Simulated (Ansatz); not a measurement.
## Ionic part of the dielectric constant of MgO at 11 GPa, mode by mode

The calculation used DFT PBE, scalar-relativistic, plane waves, PAW (Ansatz 0.2.0). Cutoff 420 eV, 12×12×6 k-points (Γ-centred), fixed occupations. No spin polarisation. Phonons by linear response, acoustic sum rule imposed.

The structure is hexagonal, space group P6_3/mmc (No. 194). Conventional cell: a = 3.430 Å, b = 3.430 Å, c = 4.139 Å, α = 90.00°, β = 90.00°, γ = 120.00°. Mg (site symmetry -6m2) has 5 O at 1.98 to 2.07 Å as nearest neighbours. Around O (site symmetry -6m2) lie 5 Mg at 1.98 to 2.07 Å.

The primitive cell has V = 42.17 Å³ and ε∞,yy = 2.967. Each polar mode adds Δε = (4.92064×10⁷/V)·S/ν² along y, with S its oscillator strength in e²/amu, ν in cm⁻¹ and V in Å³.

Question: From these modes, find each Δε and ε0,yy.
```tsv
ν (cm⁻¹)	S_yy (e²/amu)
543.5	0.6438
```

Answer:
```tsv
ν (cm⁻¹)	Δε
543.5	2.54
```

The sum is 2.544, so ε0,yy = 5.51; the run's tensor has 5.51.

Question: Where do the longitudinal modes lie for a wave vector along y?

Answer: At 741 cm⁻¹. The Lyddane–Sachs–Teller product Π(ν_LO/ν_TO)² = 1.86 matches ε0/ε∞ = 1.86.

This form isn't the usual stable structure of the compound at low pressure.

Cost: 1 run of about 2.4 core-minutes, on Intel Xeon Platinum 8488C (Sapphire Rapids) (shared hosts).